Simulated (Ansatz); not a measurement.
Co: course of a relaxation

These are results of Ansatz 0.2.0, DFT r2SCAN, scalar-relativistic, plane waves, PAW, not measurements. Settings: 500 eV cutoff, 18×18×10 k-mesh, Gaussian smearing of 0.10 eV, collinear spin.

What was changed in Rh: Rh → Co on all its sites, cell and atoms relaxed.

With moments and this functional the run may sit in a state above the lowest one.

Command:

```bash
ansatz run input.yaml --threads 1 --pin off --max-ram 2560MiB --backend cpu --events-out ev --progress --plain --runs-dir out
```

Input:

```yaml
crystal:
  lattice:
    - [2.4943520863, 0.0, 0.0]
    - [-1.2471760431, 2.1601722727, 0.0]
    - [0.0, 0.0, 4.0119874198]
  atoms:
    - { symbol: Co, position: [0.6666666667, 0.3333333333, 0.75], spin: 2.07 }
    - { symbol: Co, position: [0.3333333333, 0.6666666667, 0.25], spin: 2.07 }
basis:
  ecutwfc: 500
kpoints:
  mp_grid: { grid: [18, 18, 10] }
hamiltonian:
  xc: r2scan
scf:
  occupations: { method: gaussian, width: 0.1 }
output:
  forces: true
  stress: true
  eigenvalues: true
  populations: true
magnetization:
  spin_polarized: true
relax:
  adjacent_minimum: "off"
  f_tol: 0.01
  max_steps: 60
  cell: { stress_tol: 0.1 }
```

F is the free energy. Steps run on the plane waves of an earlier cell, but the last one, and at times one on the way, on a freshly chosen basis, so a repeated geometry can differ a little in energy.

Steps:

```
step F − F(1) (eV) largest force component (eV/Å) V (Å³/atom) P (GPa)
   1         0.0000                           0.000       10.809    -3.67
   2        -0.0044                           0.000       10.710    -1.64
   3        -0.0057                           0.000       10.631     0.09
   4        -0.0057                           0.000       10.635     0.00
   5        -0.0054                           0.000       10.635    -0.01
```

Relaxed structure:

```xyz
2
Lattice="2.4730 0.0000 0.0000 -1.2365 2.1416 0.0000 0.0000 0.0000 4.0161" Properties=species:S:1:pos:R:3 pbc="T T T"
Co    1.2365    0.7139    3.0121
Co    0.0000    1.4278    1.0040
```

Symmetry: P6_3/mmc, No. 194, hexagonal system. Conventional cell: a = 2.473 Å, b = 2.473 Å, c = 4.016 Å, α = 90.00°, β = 90.00°, γ = 120.00°. Co (site symmetry -6m2) has 12 Co at 2.46 to 2.47 Å as nearest neighbours.

The run converged. The run took 2.4 min on 1 thread of Arm Neoverse V2, with other jobs on the host, peak memory 0.55 GiB.